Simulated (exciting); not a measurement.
The system is RbCl.

```
CELL_PARAMETERS angstrom
0.00000 3.27400 3.27400
3.27400 0.00000 3.27400
3.27400 3.27400 0.00000
ATOMIC_POSITIONS crystal
Rb 0.00000 0.00000 0.00000
Cl 0.50000 0.50000 0.50000
```

Base run:

| Property | Result |
| --- | --- |
| Program | exciting (release sodium) |
| Functional | PBE |
| Potentials or basis | all-electron LAPW+lo, shipped species files, valence relativity iora* |
| rgkmax | 7.5 |
| k mesh | 7 × 7 × 7 |
| Occupations | gaussian, width 0.1 eV |
| Spin | no spin polarisation |

Its results: band gap on the k mesh 5.06 eV, direct.

The run is repeated on the same cell with these changes: functional from PBE to PBEsol. What comes out?

Band gap on the k mesh 4.90 eV, direct.

Caveats: an odd mesh through Γ misses points on the zone boundary, where band edges often lie.
